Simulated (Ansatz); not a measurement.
An input for Ansatz 0.2.0 (BAs):

File input.yaml:

```yaml
crystal:
  lattice:
    - [0.0, 2.3885, 2.3885]
    - [2.3885, 0.0, 2.3885]
    - [2.3885, 2.3885, 0.0]
  atoms:
    - { symbol: As, position: [0.75, 0.75, 0.75] }
    - { symbol: B, position: [0.0, 0.0, 0.0] }
kpoints:
  mp_grid: { grid: [5, 5, 5] }
scf:
  occupations: { method: fermi_dirac, width: 0.05 }
hamiltonian:
  xc: { preset: hse06, exx: { coeff: 0.25, omega: 0.4 } }
  pseudopotentials: { kind: all_electron, datasets: crystal }
output:
  forces: true
  stress: true
  eigenvalues: true
```

Potentials or basis: all-electron PAW datasets made for the crystal.

The run is started by

```console
$ ansatz run input.yaml --threads 1 --pin off --max-ram 3072MiB --backend cpu --events-out ev --progress --plain --runs-dir out
```

What does the program do with it?

The run stopped without a result. It printed:

Output:

```text
Error: hamiltonian.pseudopotentials.datasets: crystal, beside a feature not held to (output.eigenvalues: true / output.band_residual_tolerance) — the datasets of this kind: all_electron run are made for its crystal, and no such run has been held to what stands beside, or a reason given rules it out; change each as told or leave it out, or set another kind (and leave the keys of all_electron out)
```
